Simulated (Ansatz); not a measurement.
# TiTe2 (P-3m1) in Ansatz: a series of runs

One crystal, TiTe2, is run at these levels: r2SCAN; tasks: band structure, single point, equation of state.

Everything below comes from runs of Ansatz 0.2.0. Logs are shortened: lines on timing, memory, paths and dates and some standing lists are left out, and cuts for length are marked.

## 1. The structure

It takes space group P-3m1 (No. 164, trigonal). The conventional cell has a = 3.777 Å, b = 3.777 Å, c = 6.498 Å, α = 90.00°, β = 90.00°, γ = 120.00°. Around Te (site symmetry 3m) lie 3 Ti at 2.77 Å. Ti (site symmetry -3m) has 6 Te at 2.77 Å as nearest neighbours.

## 2. Band structure, r2SCAN

The input, input.yaml:

```yaml
crystal:
  lattice:
    - [3.777, 0.0, 0.0]
    - [-1.8885, 3.2709779501, 0.0]
    - [0.0, 0.0, 6.498]
  atoms:
    - { symbol: Te, position: [0.3333333333, 0.6666666667, 0.7372] }
    - { symbol: Te, position: [0.6666666667, 0.3333333333, 0.2628] }
    - { symbol: Ti, position: [0.0, 0.0, 0.0] }
hamiltonian:
  xc: r2scan
  pseudopotentials: { kind: paw }
kpoints:
  mp_grid: { grid: [8, 8, 4] }
  band_path:
    path:
      - [[0.0, 0.0, 0.0], [0.5, 0.0, 0.0], [0.3333333333, 0.3333333333, 0.0], [0.0, 0.0, 0.0], [0.0, 0.0, 0.5], [0.5, 0.0, 0.5], [0.3333333333, 0.3333333333, 0.5], [0.0, 0.0, 0.5]]
      - [[0.5, 0.0, 0.5], [0.5, 0.0, 0.0]]
      - [[0.3333333333, 0.3333333333, 0.0], [0.3333333333, 0.3333333333, 0.5]]
    npoints: 14
scf:
  occupations: { method: fermi_dirac, width: 0.05 }
  n_extra_bands: 7
output:
  forces: true
  stress: true
  eigenvalues: true
  fatbands: false
```

Potentials or basis: Ansatz PAW.

Command:

```sh
ansatz run input.yaml --threads 2 --pin off --max-ram 5632MiB --backend cpu --events-out ev --progress --plain --runs-dir out
```

Log:

```text
Warning: RAYON_NUM_THREADS=2 ignored (pool sized by the plan → 2); use --threads N
scf.n_extra_bands = 7 over 22 filled bands (N_el = 44.0): the run solves 29 bands
Engine: ansatz 0.2.0, x86_64-unknown-linux-gnu
Pseudopotentials: kind: paw
Pseudopotential: Te, paw, valence charge 16, recommended cutoff 500 eV (meta_gga), Te.paw.azcp
Pseudopotential: Ti, paw, valence charge 12, recommended cutoff 500 eV (meta_gga), Ti.paw.azcp
Functional definition: r2SCAN
  parameter k0 = 0.174
  parameter k1 = 0.065
  parameter a1 = 4.9479
  exchange = r2scan_x(k0 = k0, k1 = k1, a1 = a1)
  correlation = r2scan_c
Crystal: 3 atoms, lattice volume = 80.279 Å³
Basis set: ecut = 500 eV, 2027 PW (Γ), exchange–correlation on 120×120×192 points (64 copies of the dense FFT grid, shifted against one another)
Bands: 29, of which v1, the nominal top of the filled ones, is band 22 counted from 1 (21 counted from 0)
Symmetry: 12 space group operations
Space group: P-3m1 (ITA 164), of the structure as read, at distance tolerance 4.3e-5 Å
k-points: 35 of 256
Non-local potential: Te, projectors of the file, l = 0: 2, l = 1: 2, l = 2: 2, l = 3: 2
Non-local potential: Ti, projectors of the file, l = 0: 3, l = 1: 2, l = 2: 3, l = 3: 1
PAW form: soft (Blöchl's): semilocal exchange-correlation on the pseudo side does not see the compensation charge
PAW frozen core: Te, regenerated for the run's functional (the file was generated under x = pbe(κ = 0.804, μ = 0.2195149727645171), c = pbe(β = 0.06672455060314922))
PAW frozen core: Ti, regenerated for the run's functional (the file was generated under x = pbe(κ = 0.804, μ = 0.2195149727645171), c = pbe(β = 0.06672455060314922))
PAW one-centre angular grid: Te, 590 points (default); XC on 160 Gauss nodes
PAW one-centre angular grid: Ti, 590 points (default); XC on 160 Gauss nodes
Initial density: superposition of atomic densities (neutral atoms: chi_scale 0, normalization atom), corrected by the library's trained network
Initial wavefunctions: pseudopotential atomic-orbital guess
Functional: x = r2scan, c = r2scan; τ floored in thin density (d = 2e-4 eV/Å³)
SCF iter   1: F=—  HF=-16496.517469 eV  |F-HF|=—  |Δ(HF+E_count)|=         —  Δρ=2.12e-2  dr2=7.58e-1  dr2_τ=2.29e-2  ethr=1.77e-3  ⟨swp⟩=6.4  Hψ=4682  notcnv=0  defer=2
preconditioner: auto → LDOS  [metal: Δε(μ)=0.052 eV  Ē_g=8.125 eV  σ=0.050 eV  W_gap=0.25  n_scr=22 (ndim 8)  ℏωp=16.6 eV  f_vac=0.013  D(μ)=1.12/eV (n_scr^D=2)  β→1.0]
SCF iter   2: F=—  HF=-16496.601623 eV  |F-HF|=—  |Δ(HF+E_count)|=   8.42e-2  Δρ=2.73e-2  dr2=1.20e0  dr2_τ=5.54e-2  ethr=1.72e-3  ⟨swp⟩=3.4  Hψ=1969  notcnv=0  defer=45
SCF iter   3: F=—  HF=-16496.495841 eV  |F-HF|=—  |Δ(HF+E_count)|=   1.06e-1  Δρ=6.29e-3  dr2=5.23e-2  dr2_τ=4.44e-4  ethr=1.72e-3  ⟨swp⟩=2.1  Hψ=1158  notcnv=0  defer=45
SCF iter   4: F=—  HF=-16496.494227 eV  |F-HF|=—  |Δ(HF+E_count)|=   1.61e-3  Δρ=2.35e-3  dr2=1.09e-2  dr2_τ=1.40e-4  ethr=1.19e-4  ⟨swp⟩=2.1  Hψ=1220  notcnv=0  defer=41
SCF iter   5: F=—  HF=-16496.493378 eV  |F-HF|=—  |Δ(HF+E_count)|=   8.50e-4  Δρ=4.41e-4  dr2=3.30e-4  dr2_τ=3.81e-6  ethr=2.47e-5  ⟨swp⟩=1.3  Hψ=989  notcnv=0  defer=41
SCF iter   6: F=—  HF=-16496.493377 eV  |F-HF|=—  |Δ(HF+E_count)|=   7.56e-7  Δρ=9.68e-5  dr2=1.02e-5  dr2_τ=4.21e-7  ethr=7.49e-7  ⟨swp⟩=2.0  Hψ=1164  notcnv=0  defer=41
SCF iter   7: F=—  HF=-16496.493381 eV  |F-HF|=—  |Δ(HF+E_count)|=   3.92e-6  Δρ=1.92e-5  dr2=5.98e-7  dr2_τ=2.87e-8  ethr=2.32e-8  ⟨swp⟩=3.0  Hψ=2097  notcnv=0  defer=40
SCF iter   8: F=-16496.493381 eV  HF=-16496.493381 eV  |F-HF|=3.81e-9  |Δ(HF+E_count)|=   3.89e-8  Δρ=5.19e-6  dr2=2.24e-8  dr2_τ=1.37e-9  ethr=2.27e-10  ⟨swp⟩=10.1  Hψ=4342  notcnv=0
SCF 1 converged in 8 iterations: F = -16496.493381 eV  dr2 = 2.24e-8
NSCF: frozen V_eff on 129 k-points
SCF converged after 8 iterations
Free energy (F): -16496.493381 eV
Harris-Foulkes:  -16496.493381 eV  (|F-HF|=3.81e-9)
Internal energy: -16496.484650 eV  (E = F + TS)
E sigma→0 (E₀):  -16496.489016 eV
Entropy (-TS):   -0.008730 eV (-2.910 meV/atom)
Fermi energy:    10.251397 eV
--- Per-component energies (eV) ---
  E_band       = -706.554217
  E_kinetic    = 633.143381
  E_local      = -3431.125111  (includes V_loc(G=0)·N_el)
  E_nonlocal   = -612.854714
  E_hartree    = 2000.981521
  E_xc         = -324.137834
  E_vxc        = -356.899393  (∫ρ·V_xc dr)
  E_paw        = -10429.866466  (= ΣΔE_a)
  E_vpaw       = -963.332438  (= ΣTr[D̂ρ^β])
  E_aug_tail   = 0.000009  (compensation charges beyond the density's cutoff)
  E_vtau       = 22.555148  (kinetic-family band-sum trace: ∫τ·v_τ [+ j·A + Jᵃ·Aᵃ] dr)
  E_ewald      = -4332.941691
  E_core_change = 0.316254  (= ΣΔE_core)
  E_smearing   = -0.008730  (= −TS)
  E_closure    = -0.000000  (closes the sum)
  Σ components = -16496.493381   (vs F -16496.493381, Δ=0.00e0)
--- Forces (eV/Å), atoms counted from 1 ---
  atom   1  Te     0.00000000    -0.00000000     0.21662003
  atom   2  Te    -0.00000000     0.00000000    -0.21662003
  atom   3  Ti     0.00000000     0.00000000     0.00000000
  max |Σ_I F_I| component: 2.63e-31 eV/Å
--- Stress (GPa, compression-positive) ---
        1.150172       0.000000      -0.000000
       -0.000000       1.150172      -0.000000
       -0.000000      -0.000000       0.491917
  P = ⅓ Tr σ = 0.9308 GPa (9.308 kbar)
--- Band table (eV; the first three rows and the last of 35) ---
  k-point 0: bands = ["-49.8074", "-27.1797", "-27.1797", "-27.1728", "-27.1728", "-27.1514", "-27.1514", "-27.1496", "-27.1496", "-27.1420", "-27.1397", "-24.9858", "-24.9858", "-24.9620", "-2.7507", "-1.1557", "4.7335", "8.3287", "8.3287", "10.6604", "10.6604", "10.6880", "10.7013", "11.2183", "11.2183", "13.3376", "13.3376", "15.8653", "16.9747"]
  k-point 1: bands = ["-49.8074", "-27.1812", "-27.1812", "-27.1716", "-27.1716", "-27.1510", "-27.1510", "-27.1497", "-27.1497", "-27.1417", "-27.1401", "-24.9858", "-24.9858", "-24.9620", "-2.5823", "-1.4665", "5.4064", "8.3643", "8.3643", "9.1267", "10.6550", "10.6550", "11.0483", "11.0483", "11.2829", "13.5609", "13.5609", "16.0377", "17.8758"]
  k-point 2: bands = ["-49.8074", "-27.1823", "-27.1823", "-27.1707", "-27.1707", "-27.1503", "-27.1503", "-27.1502", "-27.1502", "-27.1410", "-27.1407", "-24.9858", "-24.9858", "-24.9620", "-2.2236", "-1.9536", "6.7646", "7.4212", "8.4021", "8.4021", "10.6518", "10.6518", "10.8936", "10.8936", "11.3894", "13.7735", "13.7735", "16.2987", "17.8003"]
  k-point 34: bands = ["-49.8044", "-27.1828", "-27.1731", "-27.1707", "-27.1669", "-27.1535", "-27.1528", "-27.1502", "-27.1491", "-27.1344", "-27.1341", "-25.0270", "-25.0118", "-24.9356", "-0.6612", "-0.5622", "5.5970", "5.8178", "6.7840", "7.0187", "8.1961", "8.4567", "11.0435", "11.4376", "11.5362", "12.8650", "13.5361", "15.8724", "16.3538"]
```

It took 8 s on 2 threads of Intel Xeon Platinum 8375C at 2.90GHz (Ice Lake), shared host; peak memory 0.67 GiB.

What came out:

* Free energy: -16496.4934 eV
* Pressure: 0.9 GPa
* Largest force: 0.217 eV/Å
* Band gap on the k mesh: none (metal or under the smearing width)

Forces on the atoms (eV/Å):
```
Te   0.000  0.000  0.217
Te   0.000  0.000 -0.217
Ti   0.000  0.000  0.000
```

Levels at the corners of the path, in eV from the Fermi level:
```csv
point,band 18,band 19,band 20,band 21,band 22,band 23,band 24,band 25,band 26,band 27
Γ,-1.92,-1.92,0.41,0.41,0.44,0.45,0.97,0.97,3.09,3.09
M,-3.96,-2.95,-2.60,-2.01,-1.34,0.06,1.21,1.60,2.47,3.36
K,-3.91,-3.91,-2.61,-2.57,-2.57,1.10,1.49,1.49,2.06,2.06
Γ,-1.92,-1.92,0.41,0.41,0.44,0.45,0.97,0.97,3.09,3.09
A,-2.83,-1.85,-1.85,0.40,0.40,0.64,0.64,1.14,3.52,3.52
L,-4.83,-2.66,-2.29,-1.17,-0.80,-0.21,1.21,1.58,2.61,3.54
H,-4.32,-3.96,-3.47,-1.96,-1.96,1.08,1.08,1.11,2.98,2.98
A,-2.83,-1.85,-1.85,0.40,0.40,0.64,0.64,1.14,3.52,3.52
L,-4.83,-2.66,-2.29,-1.17,-0.80,-0.21,1.21,1.58,2.61,3.54
M,-3.96,-2.95,-2.60,-2.01,-1.34,0.06,1.21,1.60,2.47,3.36
K,-3.91,-3.91,-2.61,-2.57,-2.57,1.10,1.49,1.49,2.06,2.06
H,-4.32,-3.96,-3.47,-1.96,-1.96,1.08,1.08,1.11,2.98,2.98
```

Caveat: spin-orbit coupling is left out, which moves the levels of the heavy elements; the PAW data sets come from PBE, with cores solved anew for the run's functional, which leaves a small shift of forces and pressure.

## 3. Single point, r2SCAN, 25.15 Å³/atom (volume scaled by 0.94)

The input, input.yaml:

```yaml
crystal:
  lattice:
    - [3.6998967326, 0.0, 0.0]
    - [-1.8499483663, 3.2042045618, 0.0]
    - [0.0, 0.0, 6.3653505344]
  atoms:
    - { symbol: Te, position: [0.3333333333, 0.6666666667, 0.7372] }
    - { symbol: Te, position: [0.6666666667, 0.3333333333, 0.2628] }
    - { symbol: Ti, position: [0.0, 0.0, 0.0] }
hamiltonian:
  xc: r2scan
  pseudopotentials: { kind: paw }
kpoints:
  mp_grid: { grid: [8, 8, 4] }
scf:
  occupations: { method: fermi_dirac, width: 0.05 }
output:
  forces: true
  stress: true
  eigenvalues: true
  write_density: true
  write_potential: true
  elf: true
  volumetric_format: npy
```

Potentials or basis: Ansatz PAW.

Command:

```sh
ansatz run input.yaml --threads 2 --pin off --max-ram 5632MiB --backend cpu --events-out ev --progress --plain --runs-dir out
```

It took 5.5 s on 2 threads of Intel Xeon Platinum 8375C at 2.90GHz (Ice Lake), shared host; peak memory 0.62 GiB.

Results (log left out):

```yaml
Free_energy: -16496.3960 eV
Pressure: 5.8 GPa
Largest_force: 0.361 eV/Å
Band_gap_on_the_k_mesh: none (metal or under the smearing width)
```

Caveat: the PAW data sets come from PBE, with cores solved anew for the run's functional, which leaves a small shift of forces and pressure.

## 4. Single point, r2SCAN, 25.69 Å³/atom (volume scaled by 0.96)

input.yaml, as its differences from that of step 3:

```diff
@@ -2,5 +2,5 @@
   lattice:
-    - [3.6998967326, 0.0, 0.0]
-    - [-1.8499483663, 3.2042045618, 0.0]
-    - [0.0, 0.0, 6.3653505344]
+    - [3.7259532019, 0.0, 0.0]
+    - [-1.8629766009, 3.2267701262, 0.0]
+    - [0.0, 0.0, 6.4101784236]
   atoms:
@@ -20,5 +20 @@
   eigenvalues: true
-  write_density: true
-  write_potential: true
-  elf: true
-  volumetric_format: npy
```

Command:

```sh
ansatz run input.yaml --threads 2 --pin off --max-ram 5632MiB --backend cpu --events-out ev --progress --plain --runs-dir out
```

Run time: 4.9 s. Hardware: 2 threads of Intel Xeon Platinum 8375C at 2.90GHz (Ice Lake), shared host; peak memory 0.65 GiB.

It converged, with:

- Free energy: -16496.4449 eV
- Pressure: 4.0 GPa
- Largest force: 0.154 eV/Å
- Band gap on the k mesh: none (metal or under the smearing width)

Caveat: the PAW data sets come from PBE, with cores solved anew for the run's functional, which leaves a small shift of forces and pressure.

## 5. Single point, r2SCAN, 26.22 Å³/atom (volume scaled by 0.98)

input.yaml, as its differences from that of step 4:

```diff
@@ -2,5 +2,5 @@
   lattice:
-    - [3.7259532019, 0.0, 0.0]
-    - [-1.8629766009, 3.2267701262, 0.0]
-    - [0.0, 0.0, 6.4101784236]
+    - [3.7516502429, 0.0, 0.0]
+    - [-1.8758251215, 3.2490244165, 0.0]
+    - [0.0, 0.0, 6.4543879477]
   atoms:
@@ -20 +20,5 @@
   eigenvalues: true
+  write_density: true
+  write_potential: true
+  elf: true
+  volumetric_format: npy
```

Command:

```sh
ansatz run input.yaml --threads 2 --pin off --max-ram 5632MiB --backend cpu --events-out ev --progress --plain --runs-dir out
```

It took 5 s on 2 threads of Intel Xeon Platinum 8375C at 2.90GHz (Ice Lake), shared host; peak memory 0.65 GiB.

The run converged. Its results:

| Property | Result |
| --- | --- |
| Free energy | -16496.4768 eV |
| Pressure | 2.4 GPa |
| Largest force | 0.038 eV/Å |
| Band gap on the k mesh | none (metal or under the smearing width) |

Caveat: the PAW data sets come from PBE, with cores solved anew for the run's functional, which leaves a small shift of forces and pressure.

## 6. Single point, r2SCAN, 26.76 Å³/atom

input.yaml, as its differences from that of step 5:

```diff
@@ -2,5 +2,5 @@
   lattice:
-    - [3.7516502429, 0.0, 0.0]
-    - [-1.8758251215, 3.2490244165, 0.0]
-    - [0.0, 0.0, 6.4543879477]
+    - [3.777, 0.0, 0.0]
+    - [-1.8885, 3.2709779501, 0.0]
+    - [0.0, 0.0, 6.498]
   atoms:
@@ -20,5 +20 @@
   eigenvalues: true
-  write_density: true
-  write_potential: true
-  elf: true
-  volumetric_format: npy
```

Potentials or basis: Ansatz PAW.

Command:

```sh
ansatz run input.yaml --threads 2 --pin off --max-ram 5632MiB --backend cpu --events-out ev --progress --plain --runs-dir out
```

Wall time 4.3 s (2 threads of Intel Xeon Platinum 8375C at 2.90GHz (Ice Lake), shared host); peak memory 0.66 GiB.

The run converged. Its results:

```
Free energy            : -16496.4934 eV
Pressure               : 0.9 GPa
Largest force          : 0.217 eV/Å
Band gap on the k mesh : none (metal or under the smearing width)
```

Caveat: the PAW data sets come from PBE, with cores solved anew for the run's functional, which leaves a small shift of forces and pressure.

## 7. Single point, r2SCAN, 27.30 Å³/atom (volume scaled by 1.02)

input.yaml, as its differences from that of step 6:

```diff
@@ -2,5 +2,5 @@
   lattice:
-    - [3.777, 0.0, 0.0]
-    - [-1.8885, 3.2709779501, 0.0]
-    - [0.0, 0.0, 6.498]
+    - [3.802013974, 0.0, 0.0]
+    - [-1.901006987, 3.292640687, 0.0]
+    - [0.0, 0.0, 6.5410343667]
   atoms:
```

Command:

```sh
ansatz run input.yaml --threads 2 --pin off --max-ram 5632MiB --backend cpu --events-out ev --progress --plain --runs-dir out
```

It took 4.7 s on 2 threads of Intel Xeon Platinum 8375C at 2.90GHz (Ice Lake), shared host; peak memory 0.65 GiB.

It converged, with:

- Free energy: -16496.4960 eV
- Pressure: -0.4 GPa
- Largest force: 0.383 eV/Å
- Band gap on the k mesh: none (metal or under the smearing width)

Caveat: the PAW data sets come from PBE, with cores solved anew for the run's functional, which leaves a small shift of forces and pressure.

## 8. Single point, r2SCAN, 27.83 Å³/atom (volume scaled by 1.04)

input.yaml, as its differences from that of step 7:

```diff
@@ -2,5 +2,5 @@
   lattice:
-    - [3.802013974, 0.0, 0.0]
-    - [-1.901006987, 3.292640687, 0.0]
-    - [0.0, 0.0, 6.5410343667]
+    - [3.8267030682, 0.0, 0.0]
+    - [-1.9133515341, 3.3140220698, 0.0]
+    - [0.0, 0.0, 6.583509806]
   atoms:
```

Command:

```sh
ansatz run input.yaml --threads 2 --pin off --max-ram 5632MiB --backend cpu --events-out ev --progress --plain --runs-dir out
```

It took 4.6 s on 2 threads of Intel Xeon Platinum 8375C at 2.90GHz (Ice Lake), shared host; peak memory 0.66 GiB.

Results (log left out):

```
Free energy            : -16496.4860 eV
Pressure               : -1.6 GPa
Largest force          : 0.537 eV/Å
Band gap on the k mesh : none (metal or under the smearing width)
```

Caveat: the PAW data sets come from PBE, with cores solved anew for the run's functional, which leaves a small shift of forces and pressure.

## 9. Single point, r2SCAN, 28.37 Å³/atom (volume scaled by 1.06)

input.yaml, as its differences from that of step 8:

```diff
@@ -2,5 +2,5 @@
   lattice:
-    - [3.8267030682, 0.0, 0.0]
-    - [-1.9133515341, 3.3140220698, 0.0]
-    - [0.0, 0.0, 6.583509806]
+    - [3.8510776303, 0.0, 0.0]
+    - [-1.9255388151, 3.3351310598, 0.0]
+    - [0.0, 0.0, 6.6254441201]
   atoms:
@@ -20 +20,5 @@
   eigenvalues: true
+  write_density: true
+  write_potential: true
+  elf: true
+  volumetric_format: npy
```

Potentials or basis: Ansatz PAW.

Command:

```sh
ansatz run input.yaml --threads 2 --pin off --max-ram 5632MiB --backend cpu --events-out ev --progress --plain --runs-dir out
```

Wall time 6.5 s (2 threads of Intel Xeon Platinum 8375C at 2.90GHz (Ice Lake), shared host); peak memory 0.68 GiB.

The run converged. Its results:

```yaml
Free_energy: -16496.4647 eV
Pressure: -2.7 GPa
Largest_force: 0.680 eV/Å
Band_gap_on_the_k_mesh: none (metal or under the smearing width)
```

Caveat: the PAW data sets come from PBE, with cores solved anew for the run's functional, which leaves a small shift of forces and pressure.

## 10. Equation of state, r2SCAN

No new run: the results of the series are fitted here.

Results:

* Equilibrium volume: 27.13 Å³/atom
* Bulk modulus at fixed shape and positions: 66 GPa
* Pressure derivative of the bulk modulus: 4.1

Energy against volume, from the lowest point:
```tsv
volume (Å³/atom)	energy (meV/atom)
25.154	33.34
25.689	17.02
26.225	6.38
26.760	0.87
27.295	0.00
27.830	3.33
28.365	10.44
```

Caveat: the cell was scaled at fixed shape and fractional positions, which overstates the stiffness of a crystal with free parameters, most of all of layers and chains; the PAW data sets were made with another functional, which shifts forces and pressure a little. Spin-orbit coupling is left out, which matters for the levels of Te.
